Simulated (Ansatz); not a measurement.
The system is CuCl2.

```xyz
3
Lattice="-2.2549 2.2549 6.8599 2.2549 -2.2549 6.8599 2.2549 2.2549 -6.8599" Properties=species:S:1:pos:R:3 pbc="T T T"
Cu    0.0000    0.0000    0.0000
Cl    2.2549    0.0000    0.0000
Cl    0.0000    2.2549    0.0000
```

Measurements of this composition are mostly on another form, of space group No. 12.

* Program: Ansatz 0.2.0
* Task: relaxation of cell and atoms
* Functional: PBEsol
* Potentials or basis: Ansatz PAW
* Cutoff: 420 eV (not typed: the program's choice for these potentials)
* k mesh: 8 × 8 × 8
* Occupations: fermi-dirac, width 0.05 eV
* Spin: no spin polarisation
* Hubbard terms: Cu d U = 3 eV

At the start: volume 46.50 Å³/atom.

Where does the relaxation end?

It ends after 4 steps and the volume is 45.40 Å³/atom (-2.4 %); space group I4/mmm (No. 139, to 0.05 Å).

Step by step:
| step | energy change (eV) | largest force (eV/Å) | volume (Å³) |
| --- | --- | --- | --- |
| 1 | 0.0000 | 0.0000 | 139.51 |
| 2 | -0.0082 | 0.0000 | 138.00 |
| 3 | -0.0114 | 0.0000 | 136.21 |
| 4 | -0.0111 | 0.0000 | 136.21 |

Final structure:
```cif
data_structure
_symmetry_space_group_name_H-M 'P 1'
_symmetry_Int_Tables_number 1
_cell_length_a 7.5443
_cell_length_b 7.5443
_cell_length_c 7.5443
_cell_angle_alpha 145.631
_cell_angle_beta 145.631
_cell_angle_gamma 49.395
_cell_volume 136.21
loop_
_atom_site_label
_atom_site_type_symbol
_atom_site_fract_x
_atom_site_fract_y
_atom_site_fract_z
_atom_site_occupancy
Cu1 Cu 0.00000 0.00000 0.00000 1
Cl1 Cl 0.00000 0.50000 0.50000 1
Cl2 Cl 0.50000 0.00000 0.50000 1
```

Caveat: the plane-wave basis is chosen anew once the cell has moved, so the energies of steps on either side of that aren't comparable; an odd number of electrons without spin polarisation forces a metal; a magnetic or distorted state may lie lower; the run has no spin polarisation, though such a crystal can be magnetic; U without spin polarisation on a metal has little footing; the PAW data sets come from PBE, with cores solved anew for the run's functional, which leaves a small shift of forces and pressure.
